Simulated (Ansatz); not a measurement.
**All-electron card of MgH2**

```xyz
3
Lattice="0.0000 2.3787 2.3787 2.3787 0.0000 2.3787 2.3787 2.3787 0.0000" Properties=species:S:1:pos:R:3 pbc="T T T"
Mg    0.0000    0.0000    0.0000
H     1.1894    1.1894    1.1894
H     3.5681    3.5681    3.5681
```

Atom numbers follow the list: Mg1, H2, H3.

The structure comes from a relaxation in the same program, started in the fluorite type, and has space group Fm-3m. Whether it is a known phase or the ground state wasn't checked.

All numbers are computed: DFT, PBE, all-electron LAPW, scalar-relativistic (Ansatz 0.2.0); DFT, PBE, PAW with Ansatz's default frozen-core files, scalar-relativistic (Ansatz 0.2.0).

For LAPW: a Γ-centred 14×14×14 k mesh, Fermi–Dirac smearing of 0.05 eV, basis error target 1 meV/atom, no spin polarisation. PAW takes a cutoff of 420 eV at this cell. The Ansatz runs share mesh, smearing and spin set-up. Values come from LAPW unless marked.

* Band gap: none: bands cross the Fermi level, a metal
* Density of states at the Fermi level (0.2 eV bin): 0.21 states/eV per cell
* Pressure at this cell: -0.01 GPa
* Volume per atom: 60.6 bohr³

Question: Give the computed value. Bader charges (from the PAW run).

Answer: Mg1 +1.67, H2 -0.84 e.

Question: Give the computed value. Löwdin charges (with 0.12 e of the cell spilling out of the atomic basis, so their sizes and signs hang on that basis).

Answer: Mg1 1.47, H2 -0.68 e.
